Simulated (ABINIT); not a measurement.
Runs of ABINIT 10.8.3 (patched build) on Sn. It takes space group I4_1/amd (No. 141, tetragonal). Conventional cell: a = 5.880 Å, b = 5.880 Å, c = 3.199 Å, α = 90.00°, β = 90.00°, γ = 90.00°. Sn (site symmetry -4m2) has 6 Sn at 3.05 to 3.20 Å as nearest neighbours. 

```csv
level,gap on the mesh (eV),pressure (GPa),relaxed volume (Å³/atom)
PBE+D3(BJ),none,0.0,27.15
PBE+D3,none,0.0,(a)
PBE+D2,none,0.0,26.91
PBE,none,0.0,28.38
```

Alike in all rows: task relaxation of cell and atoms; potentials or basis JTH PAW PBE v2.0; no spin polarisation; cell relaxed; k mesh 7 × 7 × 7; cutoff (eV) 599; smearing fermi-dirac 0.05 eV.

Task: Fill in the values left out.

Result: (a) 27.80.

Caveats: pairwise dispersion overbinds metals, which lowers pressure and volume (some runs).

A k mesh can miss the band edges, and the runs leave out spin-orbit coupling on Sn.

A gap of «none» marks a metal or a gap under the smearing width.
